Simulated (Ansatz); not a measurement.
# LiSc8: the cost of one run

Method: DFT PBE, scalar-relativistic, plane waves, PAW, in Ansatz 0.2.0.

3 further runs of the same task are left out: 3 set aside as unsound or not needed.

**1. The structure to begin with**

The structure is monoclinic, space group Pm (No. 6). Conventional cell: a = 6.639 Å, b = 5.163 Å, c = 19.113 Å, α = 90.00°, β = 90.00°, γ = 90.00°. Sc (site symmetry m) is surrounded by 8 Sc at 3.08 to 3.32 Å. Sc (site symmetry m) has 10 Sc at 3.06 to 3.32 Å as nearest neighbours. Around Sc (site symmetry m) lie 1 Li at 3.00 Å and 8 Sc at 3.13 to 3.32 Å. Sc (site symmetry m) is surrounded by 8 Sc at 3.13 to 3.32 Å. Only part of the 9 independent sites is listed.

Structure file:

```cif
data_structure
_symmetry_space_group_name_H-M 'Pm'
_symmetry_Int_Tables_number 6
_cell_length_a 6.6389
_cell_length_b 5.1626
_cell_length_c 19.1133
_cell_angle_alpha 90.000
_cell_angle_beta 90.000
_cell_angle_gamma 90.000
_cell_volume 655.10
loop_
_atom_site_label
_atom_site_type_symbol
_atom_site_symmetry_multiplicity
_atom_site_Wyckoff_symbol
_atom_site_fract_x
_atom_site_fract_y
_atom_site_fract_z
_atom_site_occupancy
Sc1 Sc 1 b 0.00000 0.50000 0.20928 1
Sc2 Sc 1 b 0.50000 0.50000 0.20928 1
Sc3 Sc 1 a 0.25000 0.00000 0.25941 1
Sc4 Sc 1 a 0.75000 0.00000 0.25941 1
Sc5 Sc 1 b 0.25000 0.50000 0.34529 1
Sc6 Sc 1 b 0.75000 0.50000 0.34529 1
Sc7 Sc 1 a 0.00000 0.00000 0.39832 1
Sc8 Sc 1 a 0.50000 0.00000 0.39832 1
Li1 Li 1 a 0.12500 0.00000 0.54900 1
```

This is the geometry of the first run shown, built on a cell relaxed beforehand with the same method.

**2. The scan**

Atoms count from 1 in the order of the input.

Li is moved over the surface cell; relaxed at each place: the height of the adsorbate's atoms; substrate rigid; the origin of the map has the adsorbate above Sc7.

- position of Li9 along the first surface vector, from above Sc7: 8 values from 0.000 to 0.875, periodic
- position of Li9 along the second surface vector, from above Sc7: 8 values from 0.000 to 0.875, periodic

Relaxed at each point: the height of the adsorbate's atoms; substrate rigid. Points are written as (first, second).

The two vectors of the plane (Å): (3.320, 0.000, 0.000); (0.000, 5.163, 0.000).

**3. Point (2/8, 0/8) of the map's two axes**

input.yaml reads:

```yaml
crystal:
  lattice:
    - [6.6389479791, 0.0, 0.0]
    - [0.0, 5.1626219083, 0.0]
    - [0.0, 0.0, 19.1132872497]
  atoms:
    - { symbol: Sc, position: [0.0, 0.75, 0.2092784955] }
    - { symbol: Sc, position: [0.5, 0.75, 0.2092784955] }
    - { symbol: Sc, position: [0.25, 0.25, 0.2594137541] }
    - { symbol: Sc, position: [0.75, 0.25, 0.2594137541] }
    - { symbol: Sc, position: [0.25, 0.75, 0.3452852846] }
    - { symbol: Sc, position: [0.75, 0.75, 0.3452852846] }
    - { symbol: Sc, position: [0.0, 0.25, 0.3983243254] }
    - { symbol: Sc, position: [0.5, 0.25, 0.3983243254] }
    - { symbol: Li, position: [0.125, 0.25, 0.5490048421] }
basis:
  ecutwfc: 420
kpoints:
  mp_grid: { grid: [4, 5, 1] }
hamiltonian:
  xc: pbe
scf:
  occupations: { method: gaussian, width: 0.1 }
output:
  forces: true
  eigenvalues: true
relax:
  adjacent_minimum: "off"
  f_tol: 0.025
  max_steps: 16
  constraints: [{ sites: [0, 1, 2, 3, 4, 5, 6, 7] }, { sites: [8], fix: xy }]
efield:
  axis: 3
  dipole_correction: true
  ramp_width: 0.04
```

Run with:

```sh
$ ansatz run input.yaml --threads 4 --pin off --max-ram 12288MiB --backend cpu --events-out ev --progress --plain --runs-dir out
```

Q: Estimate wall time and peak memory on 4 threads of Intel Xeon at 2.50GHz (Skylake/Cascade Lake), shared host.

About 30 s, with a peak of 1.2 GiB.
